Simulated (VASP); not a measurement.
Write the native input for VASP 6.6.1 that does the following.

- Task: single point
- Functional: PBE
- Potentials or basis: VASP PAW PBE potentials, release 64 (Zr_sv, C)
- Cutoff: 520 eV
- k mesh: 12 × 12 × 12
- Occupations: gaussian, width 0.1 eV
- Spin: no spin polarisation
- Further INCAR settings: ALGO = Normal; EDIFF = 1e-07; NBANDS = 15

The structure of ZrC lies in POSCAR:

```
ZrC
1.0
    0.0000000000      2.3650000000      2.3650000000
    2.3650000000      0.0000000000      2.3650000000
    2.3650000000      2.3650000000      0.0000000000
Zr C
1 1
Direct
    0.5000000000      0.5000000000      0.5000000000
    0.0000000000      0.0000000000      0.0000000000
```

One way to write it, as run:

INCAR

```
SYSTEM = ZrC
  PREC = Accurate
  ENCUT = 520
  EDIFF = 1E-7
  ISMEAR = 0
  SIGMA = 0.1
  LREAL = .False.
  LASPH = .True.
  NELM = 60
  ALGO = Normal
  ISIF = 2
  LWAVE = .False.
  LCHARG = .False.
  GGA = PE
  NBANDS = 15
```

KPOINTS

```
regular mesh
0
Gamma
  12 12 12
  0 0 0
```

Potentials or basis: VASP PAW PBE potentials, release 64 (Zr_sv, C).

The run is started by

```bash
$ cat potpaw_PBE.64/Zr_sv/POTCAR potpaw_PBE.64/C/POTCAR > POTCAR
$ mpirun -np 1 vasp_std > vasp.out
```

Results of the run:

```json
{
 "Pressure": "-2.6 GPa",
 "Band gap on the k mesh": "none (metal or under the smearing width)"
}
```

It took 29 s on 1 thread of AMD EPYC 7R13 Processor (Zen 3) (shared host), peak memory 0.14 GiB.
